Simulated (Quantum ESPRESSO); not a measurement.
Crystal: Rh.

```xyz
1
Lattice="0.0000 1.8979 1.8979 1.8979 0.0000 1.8979 1.8979 1.8979 0.0000" Properties=species:S:1:pos:R:3 pbc="T T T"
Rh    0.0000    0.0000    0.0000
```

| Item | Value |
| --- | --- |
| Program | Quantum ESPRESSO 7.5 |
| Task | phonons and electron-phonon coupling |
| Functional | PBEsol |
| Potentials or basis | GBRV 1.5 PBEsol |
| Cutoff | 612 eV |
| Density cutoff | 4898 eV |
| k mesh | 12 × 12 × 12 |
| Occupations | methfessel-paxton, width 0.272 eV |
| Spin | no spin polarisation |
| Mixing beta | 0.5 |
| Most SCF iterations | 120 |
| SCF threshold | 2e-10 Ry |
| q mesh | 4 × 4 × 4 |

The cell and the atoms were relaxed first, to 13.52 Å³/atom (a = 2.674 Å, b = 2.674 Å, c = 2.674 Å, α = 60.00°, β = 60.00°, γ = 60.00°), and the response was taken there.

Levels for the coupling come from a 36 × 36 × 36 mesh; ten broadenings of the double delta from 0.07 to 0.68 eV; Tc from the McMillan formula in the Allen-Dynes form.

Problem. How strong is the electron-phonon coupling, and what superconducting temperature follows?

Solution. Over broadenings from 0.27 to 0.54 eV, λ lies between 0.38 and 0.40 and ω_log near 249 K, which gives Tc from 0.8 to 1.1 K at μ* = 0.10 and from 0.3 to 0.5 K at μ* = 0.13.

Electron-phonon coupling by broadening of the double delta (levels on a 36 × 36 × 36 mesh):
| broadening (eV) | λ | N(E_F) (states/eV a spin and cell) | ω_log (K) | Tc, μ* 0.10 (K) | Tc, μ* 0.13 (K) |
| --- | --- | --- | --- | --- | --- |
| 0.07 | 0.48 | 0.558 | 251 | 2.5 | 1.4 |
| 0.14 | 0.41 | 0.614 | 248 | 1.2 | 0.6 |
| 0.20 | 0.41 | 0.631 | 248 | 1.1 | 0.5 |
| 0.27 | 0.40 | 0.645 | 248 | 1.1 | 0.5 |
| 0.34 | 0.40 | 0.658 | 248 | 1.0 | 0.4 |
| 0.41 | 0.39 | 0.668 | 249 | 0.9 | 0.4 |
| 0.48 | 0.39 | 0.674 | 249 | 0.9 | 0.4 |
| 0.54 | 0.38 | 0.676 | 250 | 0.8 | 0.3 |
| 0.61 | 0.38 | 0.676 | 250 | 0.8 | 0.3 |
| 0.68 | 0.38 | 0.674 | 251 | 0.7 | 0.3 |

Coupling and linewidth of each mode at the computed q points (broadening 0.27 eV):
| q | cm⁻¹ | λ of the modes | linewidths (GHz) |
| --- | --- | --- | --- |
| (0.00, 0.00, 0.25) | 103 103 207 | 0.16 0.16 0.07 | 13 13 23 |
| (0.00, 0.00, -0.50) | 147 147 254 | 0.13 0.12 0.07 | 20 20 35 |
| (0.00, 0.25, 0.25) | 141 141 215 | 0.11 0.11 0.04 | 16 16 15 |
| (0.00, 0.25, -0.50) | 171 187 238 | 0.13 0.19 0.10 | 28 51 43 |
| (0.00, 0.25, -0.25) | 146 177 236 | 0.15 0.18 0.09 | 24 41 38 |
| (0.00, -0.50, -0.50) | 193 193 248 | 0.17 0.16 0.14 | 47 46 65 |
| (0.25, -0.50, -0.25) | 194 214 214 | 0.17 0.14 0.14 | 48 49 49 |

Phonon frequencies at the corners of the path (cm⁻¹, interpolated; i marks imaginary ones):
| point | frequencies |
| --- | --- |
| Γ | 0 0 0 |
| X | 193 193 248 |
| W | 194 214 214 |
| K | 181 211 226 |
| L | 147 147 254 |
| U | 181 211 226 |

The smallest broadenings aren't converged on these meshes, and μ* is assumed, not computed; spin fluctuations are left out.

Caveat: λ from interpolated matrix elements is rough: modes that symmetry makes equal can differ by tens of percent.
